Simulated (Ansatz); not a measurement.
## HfN in Ansatz: the effect of functional

HfN:

```
Hf N
1.0
     0.00000    2.24086    2.24086
     2.24086    0.00000    2.24086
     2.24086    2.24086    0.00000
Hf N
1 1
Cartesian
  0.0000 0.0000 0.0000
  2.2409 2.2409 2.2409
```

The cell isn't the ideal one: volume scaled by 0.98.

Alike in all runs:

```yaml
Program: Ansatz 0.2.0
Task: single point
Potentials_or_basis: Ansatz PAW
k_mesh: 10 × 10 × 10
Occupations: fermi-dirac, width 0.05 eV
Spin: no spin polarisation
```

One run gave: pressure 12.7 GPa. Which functional did it use?
A. PBE
B. r2SCAN
C. LDA

A.

```csv
functional,cutoff,pressure (GPa)
LDA,420 eV (not typed: the program's choice for these potentials),-2.7
r2SCAN,500 eV (not typed: the program's choice for these potentials),8.8
PBE,420 eV (not typed: the program's choice for these potentials),12.7
```

Caveats: the PAW data sets come from PBE, with cores solved anew for the run's functional, which leaves a small shift of forces and pressure (some runs).
